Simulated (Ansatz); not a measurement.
Born–Oppenheimer molecular dynamics of a periodic cell of 16 atoms, Li (start crystal Li, start structure bcc, volume 1.05 times the crystal's). It goes on from the last frame of an earlier run, with new velocities.

These are results of DFT PBE, scalar-relativistic, plane waves, PAW in Ansatz 0.2.0, not measurements. Settings: cutoff 420 eV, k mesh 2x2x2, fermi-dirac smearing 0.1 eV, no spin polarisation.

```yaml
ensemble: NPT, Langevin
time_step: 1 fs
steps_asked: 300
set_temperature: 630 K
friction: 0.005 /fs
pressure: 20 GPa
seed: 618370
```

Frames 5 fs apart, positions in Å, forces in eV/Å.

Velocities at 230.0 fs (Å/ps):

```
Li -4.62 -9.67 -7.63
Li -22.09 8.68 -3.77
Li -0.33 3.01 6.10
Li 0.23 -4.39 -14.68
Li 3.11 -5.30 21.68
Li 13.67 -4.07 12.22
Li 0.45 -9.92 -6.85
Li -3.38 5.18 2.40
Li 14.46 -7.89 2.80
Li -2.94 -22.54 -6.13
Li 12.53 1.12 1.56
Li -5.52 -20.13 -1.33
Li 9.11 5.57 6.00
Li 10.87 -14.17 -7.98
Li -9.29 15.24 -24.14
Li -21.49 -3.80 5.99
```

```xyz
16
Lattice="6.3912 0.6948 -0.0400 0.6948 5.3499 -0.2320 -0.0400 -0.2320 7.3889" Properties=species:S:1:pos:R:3:forces:R:3 time_fs=230.0 energy_less_start_eV=0.736 T=949
Li -0.911 -1.128 0.304 0.28 -0.32 0.66
Li 3.028 0.007 1.052 -0.21 -0.52 0.09
Li -0.137 1.287 0.408 0.65 0.27 0.20
Li 0.081 -0.738 3.579 -0.48 0.46 0.34
Li 1.318 1.232 2.774 0.05 0.08 -0.41
Li 3.330 1.929 -0.072 0.13 0.69 -0.03
Li 3.302 0.062 3.961 -0.03 -0.18 0.33
Li 4.594 1.505 2.655 0.01 -0.33 -0.08
Li 0.333 2.691 4.667 0.08 -0.20 -0.15
Li 2.177 3.582 2.050 0.32 -0.41 -0.97
Li 1.598 0.781 5.672 0.07 0.39 -0.16
Li 3.081 3.048 4.270 -0.20 -0.27 0.00
Li 5.258 3.493 2.138 0.08 0.81 0.22
Li 5.244 0.928 5.673 -0.35 -0.06 -0.63
Li 1.984 4.135 6.433 0.05 -0.71 0.15
Li 4.817 3.529 5.741 -0.45 0.30 0.44
16
Lattice="6.4276 0.7268 -0.0292 0.7268 5.3542 -0.2428 -0.0292 -0.2428 7.4463" Properties=species:S:1:pos:R:3:forces:R:3 time_fs=235.0 energy_less_start_eV=0.564 T=941
Li -0.935 -1.185 0.282 0.24 -0.21 0.66
Li 2.936 0.049 1.044 -0.16 -0.67 0.20
Li -0.133 1.305 0.440 0.63 0.12 0.12
Li 0.080 -0.755 3.536 -0.38 0.36 0.35
Li 1.356 1.207 2.897 -0.04 0.01 -0.54
Li 3.425 1.945 -0.004 0.14 0.72 -0.19
Li 3.325 0.018 3.978 0.00 -0.25 0.32
Li 4.620 1.556 2.690 -0.02 -0.34 -0.12
Li 0.420 2.648 4.704 -0.36 -0.03 0.01
Li 2.196 3.477 2.019 0.34 -0.33 -0.88
Li 1.676 0.810 5.722 0.18 0.46 -0.05
Li 3.085 2.954 4.303 -0.10 -0.08 -0.06
Li 5.363 3.559 2.194 0.02 0.76 0.19
Li 5.332 0.883 5.680 -0.38 0.08 -0.55
Li 1.982 4.202 6.366 0.07 -0.86 0.27
Li 4.766 3.526 5.833 -0.17 0.26 0.26
16
Lattice="6.4258 0.7577 -0.0150 0.7577 5.3279 -0.2495 -0.0150 -0.2495 7.4489" Properties=species:S:1:pos:R:3:forces:R:3 time_fs=240.0 energy_less_start_eV=0.532 T=993
Li -0.940 -1.250 0.282 0.22 -0.07 0.59
Li 2.816 0.067 1.030 -0.08 -0.67 0.23
Li -0.108 1.324 0.482 0.59 -0.06 0.02
Li 0.079 -0.755 3.473 -0.21 0.27 0.35
Li 1.389 1.172 2.980 -0.12 -0.04 -0.66
Li 3.503 1.986 0.064 0.14 0.54 -0.26
Li 3.320 -0.027 3.973 0.02 -0.29 0.32
Li 4.629 1.588 2.692 -0.06 -0.30 -0.15
Li 0.489 2.597 4.706 -0.77 0.11 0.11
Li 2.201 3.354 1.946 0.29 -0.23 -0.70
Li 1.740 0.856 5.723 0.27 0.40 0.20
Li 3.067 2.846 4.312 0.08 0.13 -0.16
Li 5.437 3.633 2.259 -0.06 0.59 0.14
Li 5.374 0.843 5.650 -0.42 0.20 -0.44
Li 1.996 4.208 6.271 0.02 -0.84 0.32
Li 4.681 3.510 5.911 0.08 0.26 0.09
16
Lattice="6.3845 0.7812 -0.0010 0.7812 5.2793 -0.2527 -0.0010 -0.2527 7.4044" Properties=species:S:1:pos:R:3:forces:R:3 time_fs=245.0 energy_less_start_eV=0.692 T=977
Li -0.932 -1.307 0.308 0.19 0.09 0.45
Li 2.679 0.059 1.012 0.06 -0.56 0.23
Li -0.053 1.335 0.511 0.50 -0.20 -0.02
Li 0.073 -0.748 3.407 0.04 0.18 0.29
Li 1.414 1.138 3.028 -0.21 -0.13 -0.76
Li 3.564 2.037 0.131 0.15 0.19 -0.28
Li 3.289 -0.099 3.952 0.00 -0.27 0.33
Li 4.596 1.604 2.677 -0.05 -0.23 -0.17
Li 0.532 2.532 4.687 -1.15 0.21 0.17
Li 2.207 3.212 1.841 0.12 -0.04 -0.45
Li 1.799 0.917 5.706 0.35 0.20 0.50
Li 3.024 2.733 4.280 0.33 0.33 -0.24
Li 5.476 3.692 2.321 -0.15 0.32 0.03
Li 5.374 0.808 5.579 -0.48 0.30 -0.30
Li 2.000 4.162 6.149 -0.07 -0.68 0.30
Li 4.556 3.486 5.955 0.36 0.29 -0.07
16
Lattice="6.3046 0.8054 0.0101 0.8054 5.2094 -0.2580 0.0101 -0.2580 7.3178" Properties=species:S:1:pos:R:3:forces:R:3 time_fs=250.0 energy_less_start_eV=1.137 T=1035
Li -0.909 -1.366 0.353 0.12 0.31 0.25
Li 2.517 0.040 0.995 0.28 -0.43 0.23
Li 0.023 1.342 0.534 0.34 -0.36 -0.08
Li 0.068 -0.737 3.344 0.32 0.11 0.23
Li 1.422 1.100 3.022 -0.29 -0.19 -0.78
Li 3.613 2.081 0.192 0.20 -0.22 -0.32
Li 3.236 -0.182 3.923 -0.08 -0.23 0.31
Li 4.523 1.598 2.647 0.07 -0.13 -0.21
Li 0.533 2.446 4.646 -1.40 0.21 0.19
Li 2.201 3.066 1.726 -0.08 0.19 -0.21
Li 1.856 0.975 5.663 0.38 -0.04 0.80
Li 2.984 2.618 4.198 0.52 0.52 -0.27
Li 5.491 3.739 2.361 -0.29 -0.02 -0.08
Li 5.323 0.776 5.466 -0.52 0.40 -0.09
Li 1.990 4.070 6.013 -0.19 -0.42 0.21
Li 4.414 3.463 5.952 0.63 0.31 -0.19
16
Lattice="6.2025 0.8366 0.0153 0.8366 5.1231 -0.2598 0.0153 -0.2598 7.1890" Properties=species:S:1:pos:R:3:forces:R:3 time_fs=255.0 energy_less_start_eV=1.848 T=1145
Li -0.873 -1.416 0.411 0.00 0.59 -0.02
Li 2.355 0.002 0.977 0.55 -0.28 0.25
Li 0.109 1.343 0.552 0.13 -0.57 -0.18
Li 0.068 -0.718 3.278 0.57 -0.03 0.20
Li 1.408 1.054 2.976 -0.30 -0.12 -0.67
Li 3.661 2.120 0.247 0.29 -0.61 -0.37
Li 3.163 -0.253 3.883 -0.18 -0.21 0.24
Li 4.440 1.583 2.586 0.22 -0.06 -0.23
Li 0.469 2.333 4.594 -1.41 0.09 0.21
Li 2.185 2.933 1.598 -0.27 0.38 0.03
Li 1.937 1.037 5.608 0.30 -0.23 0.99
Li 2.950 2.510 4.075 0.55 0.65 -0.29
Li 5.487 3.776 2.369 -0.47 -0.32 -0.15
Li 5.232 0.760 5.310 -0.54 0.48 0.19
Li 1.972 3.945 5.858 -0.36 -0.09 0.06
Li 4.274 3.451 5.900 0.91 0.33 -0.26
16
Lattice="6.0846 0.8719 0.0198 0.8719 5.0216 -0.2553 0.0198 -0.2553 7.0291" Properties=species:S:1:pos:R:3:forces:R:3 time_fs=260.0 energy_less_start_eV=2.815 T=1231
Li -0.833 -1.439 0.476 -0.14 0.86 -0.35
Li 2.206 -0.051 0.973 0.85 -0.19 0.27
Li 0.199 1.322 0.582 -0.15 -0.73 -0.37
Li 0.090 -0.695 3.203 0.70 -0.26 0.20
Li 1.379 1.003 2.896 -0.23 0.10 -0.34
Li 3.719 2.137 0.287 0.43 -0.89 -0.38
Li 3.076 -0.330 3.850 -0.28 -0.12 0.11
Li 4.359 1.567 2.518 0.38 -0.04 -0.25
Li 0.351 2.226 4.532 -1.06 -0.14 0.25
Li 2.160 2.810 1.458 -0.35 0.48 0.23
Li 2.033 1.096 5.564 0.08 -0.28 0.90
Li 2.934 2.413 3.923 0.35 0.66 -0.23
Li 5.457 3.805 2.349 -0.65 -0.53 -0.17
Li 5.111 0.776 5.144 -0.53 0.51 0.44
Li 1.940 3.814 5.684 -0.51 0.21 -0.06
Li 4.154 3.449 5.820 1.12 0.36 -0.25
16
Lattice="5.9583 0.9056 0.0214 0.9056 4.9131 -0.2456 0.0214 -0.2456 6.8472" Properties=species:S:1:pos:R:3:forces:R:3 time_fs=265.0 energy_less_start_eV=4.064 T=1338
Li -0.802 -1.412 0.527 -0.30 0.98 -0.62
Li 2.087 -0.109 0.984 1.15 -0.19 0.26
Li 0.288 1.276 0.598 -0.49 -0.73 -0.62
Li 0.146 -0.668 3.108 0.59 -0.60 0.31
Li 1.325 0.972 2.790 -0.08 0.44 0.15
Li 3.780 2.125 0.316 0.51 -0.96 -0.35
Li 2.960 -0.400 3.800 -0.35 0.08 -0.03
Li 4.279 1.553 2.442 0.52 -0.06 -0.29
Li 0.185 2.111 4.474 -0.37 -0.23 0.27
Li 2.117 2.707 1.326 -0.20 0.49 0.31
Li 2.131 1.154 5.526 -0.22 -0.36 0.55
Li 2.923 2.330 3.758 -0.01 0.53 -0.07
Li 5.395 3.822 2.320 -0.73 -0.61 -0.16
Li 4.979 0.815 4.975 -0.51 0.39 0.56
Li 1.897 3.686 5.509 -0.60 0.41 -0.17
Li 4.072 3.457 5.715 1.09 0.42 -0.11
16
Lattice="5.8305 0.9375 0.0150 0.9375 4.8083 -0.2341 0.0150 -0.2341 6.6627" Properties=species:S:1:pos:R:3:forces:R:3 time_fs=270.0 energy_less_start_eV=5.616 T=1431
Li -0.788 -1.347 0.557 -0.44 0.89 -0.70
Li 1.998 -0.168 0.999 1.39 -0.30 0.27
Li 0.358 1.208 0.587 -0.81 -0.57 -0.86
Li 0.229 -0.665 3.032 0.29 -0.87 0.39
Li 1.255 0.975 2.679 -0.02 0.72 0.66
Li 3.851 2.076 0.324 0.44 -0.74 -0.32
Li 2.814 -0.460 3.750 -0.34 0.43 -0.17
Li 4.200 1.538 2.350 0.64 -0.12 -0.27
Li -0.001 1.985 4.428 0.53 -0.20 0.19
Li 2.057 2.611 1.204 0.17 0.53 0.34
Li 2.202 1.191 5.514 -0.44 -0.40 -0.10
Li 2.913 2.265 3.583 -0.42 0.24 0.29
Li 5.303 3.834 2.293 -0.69 -0.59 -0.20
Li 4.843 0.852 4.822 -0.53 0.13 0.51
Li 1.831 3.573 5.340 -0.52 0.42 -0.25
Li 4.023 3.486 5.601 0.75 0.44 0.21
16
Lattice="5.7170 0.9656 0.0014 0.9656 4.7062 -0.2196 0.0014 -0.2196 6.4948" Properties=species:S:1:pos:R:3:forces:R:3 time_fs=275.0 energy_less_start_eV=7.417 T=1499
Li -0.792 -1.249 0.553 -0.45 0.43 -0.52
Li 1.952 -0.253 1.029 1.46 -0.27 0.31
Li 0.393 1.111 0.542 -0.76 -0.29 -0.93
Li 0.319 -0.696 2.978 -0.18 -0.86 0.30
Li 1.176 1.006 2.597 -0.10 0.82 0.98
Li 3.938 1.989 0.311 0.10 -0.27 -0.28
Li 2.654 -0.505 3.703 -0.15 0.86 -0.27
Li 4.144 1.516 2.264 0.60 -0.12 -0.20
Li -0.176 1.866 4.398 1.42 -0.14 0.01
Li 1.994 2.522 1.096 0.47 0.48 0.37
Li 2.244 1.199 5.503 -0.53 -0.35 -0.78
Li 2.900 2.228 3.424 -0.72 -0.23 0.62
Li 5.204 3.830 2.268 -0.58 -0.54 -0.27
Li 4.700 0.874 4.683 -0.54 -0.15 0.27
Li 1.737 3.478 5.176 -0.24 0.25 -0.20
Li 4.004 3.535 5.500 0.20 0.40 0.61
16
Lattice="5.6231 0.9910 -0.0127 0.9910 4.6137 -0.2049 -0.0127 -0.2049 6.3656" Properties=species:S:1:pos:R:3:forces:R:3 time_fs=280.0 energy_less_start_eV=9.373 T=1481
Li -0.822 -1.132 0.522 -0.21 -0.51 -0.13
Li 1.955 -0.344 1.080 1.26 -0.04 0.31
Li 0.395 1.000 0.476 -0.15 0.03 -0.75
Li 0.414 -0.733 2.944 -0.86 -0.59 -0.01
Li 1.096 1.063 2.557 -0.25 0.74 1.01
Li 4.040 1.887 0.281 -0.54 0.47 -0.16
Li 2.494 -0.515 3.662 0.28 1.10 -0.04
Li 4.125 1.488 2.199 0.37 0.06 -0.10
Li -0.303 1.752 4.410 1.96 0.02 -0.25
Li 1.947 2.440 1.016 0.52 0.40 0.38
Li 2.258 1.199 5.498 -0.52 -0.22 -1.28
Li 2.882 2.191 3.307 -0.76 -0.72 0.79
Li 5.106 3.819 2.242 -0.40 -0.56 -0.26
Li 4.552 0.890 4.555 -0.48 -0.48 -0.07
Li 1.647 3.394 5.055 0.03 0.07 -0.14
Li 3.998 3.599 5.455 -0.26 0.24 0.71
16
Lattice="5.5491 1.0151 -0.0314 1.0151 4.5445 -0.1922 -0.0314 -0.1922 6.2719" Properties=species:S:1:pos:R:3:forces:R:3 time_fs=285.0 energy_less_start_eV=11.265 T=1286
Li -0.868 -1.034 0.487 0.23 -1.68 0.37
Li 2.011 -0.447 1.142 0.75 0.42 0.27
Li 0.403 0.893 0.405 0.71 0.29 -0.38
Li 0.469 -0.779 2.913 -1.39 -0.08 -0.39
Li 1.007 1.155 2.564 -0.28 0.34 0.76
Li 4.125 1.796 0.231 -1.12 1.36 0.10
Li 2.348 -0.481 3.636 0.67 1.06 0.39
Li 4.136 1.461 2.156 0.03 0.36 -0.02
Li -0.361 1.651 4.440 1.95 0.18 -0.44
Li 1.931 2.378 0.950 0.32 0.30 0.48
Li 2.249 1.192 5.494 -0.53 -0.02 -1.57
Li 2.850 2.146 3.236 -0.50 -1.02 0.77
Li 5.007 3.798 2.217 -0.26 -0.60 -0.20
Li 4.392 0.877 4.448 -0.26 -0.60 -0.46
Li 1.566 3.316 4.957 0.24 -0.06 -0.06
Li 3.994 3.674 5.452 -0.56 -0.25 0.38
```

Of the whole run (300 fs, mean temperature of the second half 1142 K): The conserved energy stayed within 0.57 meV per atom of its start (net change -0.02 meV per atom), so the integration is sound. The mean temperature of the second half is 81 % above the set value. A run of 0.3 ps of so small a system gives no equilibrium averages. Limits of this set-up: coarse k mesh. The cell's volume went from 357 to 148 Å³.

Run time: 11 min on 1 thread of Arm Neoverse V2, with other jobs on the host, peak memory 0.53 GiB.
